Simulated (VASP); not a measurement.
# BN (Qingsongite) (F-43m) in VASP: further runs, part 2 of 2

VASP 6.6.1. The steps go on from the part before.

## 3. Relaxation of the atoms, PBE (a relaxed cell with its volume scaled by 0.98)

Contents of INCAR:

```
PREC = Accurate
ENCUT = 300
EDIFF = 1E-7
ISMEAR = 0
SIGMA = 0.03
LREAL = False
LASPH = True
NELM = 80
ALGO = Normal
ISIF = 2
LWAVE = False
LCHARG = False
GGA = PE
IBRION = 2
NSW = 40
EDIFFG = -0.01
```

Contents of KPOINTS:

```
Automatic mesh
0
Gamma
  7 7 7
```

Contents of POSCAR:

```
BN                                      
1.0
    0.0000000000      1.7999357129      1.7999357129
    1.7999357129      0.0000000000      1.7999357129
    1.7999357129      1.7999357129      0.0000000000
  B               N             
     1     1
Direct
     0.0000000000000000    0.0000000000000000    0.0000000000000000
     0.2500000000000000    0.2500000000000000    0.2500000000000000
```

Potentials or basis: VASP PAW PBE potentials, release 64 (B_s, N_s).

The run is started by

```
cat potpaw_PBE.64/B_s/POTCAR potpaw_PBE.64/N_s/POTCAR > POTCAR
mpirun -np 1 vasp_std > vasp.out
```

OUTCAR:

```text
PREC = Accurate
   ENCUT = 300
   EDIFF = 1E-7
   ISMEAR = 0
   LREAL = False
   LASPH = True
   NELM = 80
   ISIF = 2
   GGA = PE
   IBRION = 2
   NSW = 40
   EDIFFG = -0.01

 ion  position               nearest neighbor table
   1  0.000  0.000  0.000-   2 1.56   2 1.56   2 1.56   2 1.56
   2  0.250  0.250  0.250-   1 1.56   1 1.56   1 1.56   1 1.56

  LATTYP: Found a face centered cubic cell.
 ALAT       =     3.5998714258

[... 405 lines left out ...]

  FORCE on cell =-STRESS in cart. coord.  units (eV):
  Direction    XX          YY          ZZ          XY          YZ          ZX
  --------------------------------------------------------------------------------------
  -------------------------------------------------------------------------------------
  Total        0.5832372      0.5832372      0.5832372     -0.0000000      0.0000000      0.0000000
  in kB       80.1225567     80.1225567     80.1225567     -0.0000000      0.0000000      0.0000000
  external PRESSURE =      80.1225567 kB  Pullay stress =       0.0000000 kB

 VOLUME and BASIS-vectors are now :
 -----------------------------------------------------------------------------
  energy-cutoff  :      300.00
  volume of cell :       11.66
      direct lattice vectors                 reciprocal lattice vectors
     0.000000000  1.799935713  1.799935713    -0.277787699  0.277787699  0.277787699
     1.799935713  0.000000000  1.799935713     0.277787699 -0.277787699  0.277787699
     1.799935713  1.799935713  0.000000000     0.277787699  0.277787699 -0.277787699

 POSITION                                       TOTAL-FORCE (eV/Angst)
 -----------------------------------------------------------------------------------
      0.00000      0.00000      0.00000         0.000000      0.000000      0.000000
      0.89997      0.89997      0.89997        -0.000000     -0.000000     -0.000000
 -----------------------------------------------------------------------------------
    total drift:                               -0.000002     -0.000002     -0.000001

  FREE ENERGIE OF THE ION-ELECTRON SYSTEM (eV)
  ---------------------------------------------------
  free  energy   TOTEN  =       -17.4055331552 eV

  energy  without entropy=      -17.4055331552  energy(sigma->0) =      -17.40553316

 reached required accuracy - stopping structural energy minimisation
```

Run time: 2.1 s. Hardware: 1 thread of AMD EPYC 7R13 (Zen 3), shared host; peak memory 0.07 GiB.

Results:

```yaml
Free_energy: -17.4055 eV
Band_gap_on_the_k_mesh: 4.75 eV, indirect (least direct gap 8.89 eV)
```

Final structure:
```cif
data_structure
_symmetry_space_group_name_H-M 'P 1'
_symmetry_Int_Tables_number 1
_cell_length_a 2.5455
_cell_length_b 2.5455
_cell_length_c 2.5455
_cell_angle_alpha 60.000
_cell_angle_beta 60.000
_cell_angle_gamma 60.000
_cell_volume 11.66
loop_
_atom_site_label
_atom_site_type_symbol
_atom_site_fract_x
_atom_site_fract_y
_atom_site_fract_z
_atom_site_occupancy
B1 B 0.00000 0.00000 0.00000 1
N1 N 0.25000 0.25000 0.25000 1
```

Levels at points of the mesh, in eV from the valence-band top:
| k point | band 2 | band 3 | band 4 | band 5 | band 6 | band 7 |
| --- | --- | --- | --- | --- | --- | --- |
| (0.00, 0.00, 0.00) | 0.00 | 0.00 | 0.00 | 8.89 | 8.89 | 8.89 |

Caveat: the k mesh is coarse (spacing up to 0.43 Å⁻¹), so the values aren't converged; the cutoff is under 1.25 times the usual one of these potentials, so pressure, stress and relaxed cells hold a basis-set (Pulay) error; the relaxation stopped at its first step, so nothing moved; an odd mesh through Γ misses points on the zone boundary, where band edges often lie.

## 4. Relaxation of the atoms, PBE

INCAR is that of step 3.

KPOINTS is that of step 3.

Contents of POSCAR:

```
BN                                      
1.0
    0.0000000000      1.8120978096      1.8120978096
    1.8120978096      0.0000000000      1.8120978096
    1.8120978096      1.8120978096      0.0000000000
  B               N             
     1     1
Direct
     0.0000000000000000    0.0000000000000000    0.0000000000000000
     0.2500000000000000    0.2500000000000000    0.2500000000000000
```

The run is started by

```
cat potpaw_PBE.64/B_s/POTCAR potpaw_PBE.64/N_s/POTCAR > POTCAR
mpirun -np 1 vasp_std > vasp.out
```

Wall time 2.1 s (1 thread of AMD EPYC 7R13 (Zen 3), shared host); peak memory 0.07 GiB.

The run converged. Its results:

```yaml
Free_energy: -17.4141 eV
Band_gap_on_the_k_mesh: 4.72 eV, indirect (least direct gap 8.80 eV)
```

Final structure:
```
B N
1.0
     0.00000    1.81210    1.81210
     1.81210    0.00000    1.81210
     1.81210    1.81210    0.00000
B N
1 1
Direct
  0.00000 0.00000 0.00000
  0.25000 0.25000 0.25000
```

Levels at points of the mesh, in eV from the valence-band top:
| k point | band 1 | band 2 | band 3 | band 4 | band 5 | band 6 | band 7 | band 8 |
| --- | --- | --- | --- | --- | --- | --- | --- | --- |
| (0.00, 0.00, 0.00) | -20.16 | 0.00 | 0.00 | 0.00 | 8.80 | 8.80 | 8.80 | 10.22 |

Caveat: the k mesh is coarse (spacing up to 0.43 Å⁻¹), so the values aren't converged; the cutoff is under 1.25 times the usual one of these potentials, so pressure, stress and relaxed cells hold a basis-set (Pulay) error; the relaxation stopped at its first step, so nothing moved; an odd mesh through Γ misses points on the zone boundary, where band edges often lie.

## 5. Summary

| cell | gap on the mesh (eV) |
| --- | --- |
| atoms relaxed from: a relaxed cell with its volume scaled by 0.96 | 4.78 |
| atoms relaxed from: a relaxed cell with its volume scaled by 0.98 | 4.75 |
| atoms relaxed | 4.72 |

Alike in all rows: task relaxation of the atoms; level PBE; potentials or basis VASP PAW PBE potentials, release 64 (B_s, N_s); no spin polarisation; k mesh 7 × 7 × 7; cutoff (eV) 300; smearing gaussian 0.03 eV; the mesh is coarse, so values aren't converged.

Caveats: all runs use coarse meshes; the cutoff is under 1.25 times the usual one of these potentials, so pressure, stress and relaxed cells hold a basis-set (Pulay) error; the relaxation stopped at its first step, so nothing moved; an odd mesh through Γ misses points on the zone boundary, where band edges often lie.

Absolute energies hang on the potentials; compare differences alone.
